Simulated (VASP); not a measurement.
Runs of VASP 6.6.1 on P. The cell holds a slab with vacuum, 2 atoms: a = 3.254 Å, b = 3.254 Å, c = 28.000 Å, α = 90.00°, β = 90.00°, γ = 120.00°. The cell was built by a generator and needn't be a form met in nature.

```tsv
cell	k mesh	smearing	gap on the mesh (eV)	largest force (eV/Å)
P-3m1, 128.38 Å³/atom	9 × 9 × 1	gaussian 0.1 eV	2.00	0.09
the clean substrate in the cell of the map	9 × 9 × 1	gaussian 0.05 eV	2.00	0.09
P-3m1, 128.38 Å³/atom	9 × 9 × 1	gaussian 0.02 eV	2.00	0.09
P-3m1, 116.19 Å³/atom	9 × 9 × 1	gaussian 0.1 eV	1.94	2.00
P-3m1, 116.19 Å³/atom	6 × 6 × 1	gaussian 0.1 eV	(a)	1.95
the lower layer alone in the bilayer's cell	9 × 9 × 1	gaussian 0.05 eV	2.00	0.09
```

Alike in all rows: task single point; level PBE+D3(BJ); potentials or basis VASP PAW PBE potentials, release 64 (P); no spin polarisation; cutoff (eV) 520.

Problem. Fill in the values left out.

Solution. (a) 1.93.

A k mesh can miss the band edges.
